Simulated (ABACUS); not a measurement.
## CdSe (Cadmoselite) in ABACUS: the effect of functional

The system is CdSe (Cadmoselite).

```
Cd Se
1.0
     4.21222    0.00000    0.00000
    -2.10611    3.64789    0.00000
     0.00000    0.00000    6.87669
Cd Se
2 2
Cartesian
  2.1061 1.2160 3.4383
  0.0000 2.4319 0.0000
  2.1061 1.2160 6.0859
  0.0000 2.4319 2.6475
```

The cell isn't the ideal one: volume scaled by 0.94.

Alike in all runs:

- Program: ABACUS 3.10.1
- Task: equation of state
- Potentials or basis: PseudoDojo NC SR 0.4.1 PBE standard
- Cutoff: 1401 eV
- Density cutoff: 5606 eV
- Basis: DZP LCAO (the cutoffs set its grid)
- k mesh: 5 × 5 × 3
- Occupations: fermi-dirac, width 0.05 eV
- Spin: no spin polarisation

```tsv
functional	gap on the mesh (eV)	pressure (GPa)	largest force (eV/Å)
LDA	0.78	2.4	0.38
PBEsol	0.92	4.8	0.39
PW91	1.00	7.8	0.41
AM05	?	?	?
```

Question: What does the run with functional AM05 give?

Answer: gap on the mesh 1.00 eV; pressure 5.3 GPa; largest force 0.38 eV/Å.

Caveats: the atomic orbitals were generated for these runs and aren't a published set; the potentials were made for another functional, which shifts forces and pressure; the basis of atomic orbitals isn't converged, which shifts pressures, moduli and gaps.

Runs at the PBE level aren't shown here.
